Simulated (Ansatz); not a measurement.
Ir:

```xyz
1
Lattice="0.0000 1.9156 1.9156 1.9156 0.0000 1.9156 1.9156 1.9156 0.0000" Properties=species:S:1:pos:R:3 pbc="T T T"
Ir    0.0000    0.0000    0.0000
```

```yaml
Program: Ansatz 0.2.0
Task: relaxation of cell and atoms
Functional: BLYP
Potentials_or_basis: all-electron LAPW, scalar-relativistic
Basis_error_allowed: 0.001 eV/atom
k_mesh: 12 × 12 × 12
Occupations: fermi-dirac, width 0.05 eV
Spin: no spin polarisation
```

At the start: volume 14.06 Å³/atom.

Task: How do energy, volume and symmetry change on relaxing?

Result: Over 6 steps the energy falls by 96.3 meV/atom and the volume is 15.22 Å³/atom (+8.3 %); space group Fm-3m (No. 225, to 0.05 Å).

The path:
```
step  energy change (eV)  largest force (eV/Å)  volume (Å³)
   1              0.0000                0.0000        14.06
   2             -0.0443                0.0000        16.22
   3             -0.0949                0.0000        15.38
   4             -0.0963                0.0000        15.20
   5             -0.0963                0.0000        15.22
   6             -0.0963                0.0000        15.22
```

Final structure:
```
Ir
1.0
     0.00000    1.96714    1.96714
     1.96714    0.00000    1.96714
     1.96714    1.96714    0.00000
Ir
1
Direct
  0.00000 0.00000 0.00000
```
